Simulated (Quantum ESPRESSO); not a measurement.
Crystal: Ti2O.

```
Ti O
1.0
     2.91940    0.00000    0.00000
    -1.45970    2.52827    0.00000
     0.00000    0.00000    4.71300
Ti O
2 1
Direct
  0.33333 0.66667 0.72126
  0.66667 0.33333 0.27874
  0.00000 0.00000 0.00000
```

Base run:

```yaml
Program: Quantum ESPRESSO 7.5
Functional: PBEsol
Potentials_or_basis: GBRV 1.5 PBEsol
Cutoff: 612 eV
Density_cutoff: 4898 eV
k_mesh: 10 × 10 × 6
Occupations: fermi-dirac, width 0.05 eV
Spin: no spin polarisation
Hubbard_terms: Ti d U = 4 eV
```

Its results: band gap on the k mesh none (metal or under the smearing width); pressure 11.2 GPa; largest force 1.197 eV/Å.

The run is repeated on the same cell with these changes: hubbard terms from Ti d U = 4 eV to none. What comes out?

Band gap on the k mesh none (metal or under the smearing width); pressure 4.6 GPa; largest force 1.306 eV/Å.

Caveats: forces of over 1 eV/Å show positions far from the minimum, so gaps and moduli don't describe the material at rest; U without spin polarisation on a metal has little footing (some runs); semilocal functionals often make such compounds metallic where correlation or magnetic order opens a gap, which also shifts bond lengths (some runs).

Not every run made on this cell is shown here.
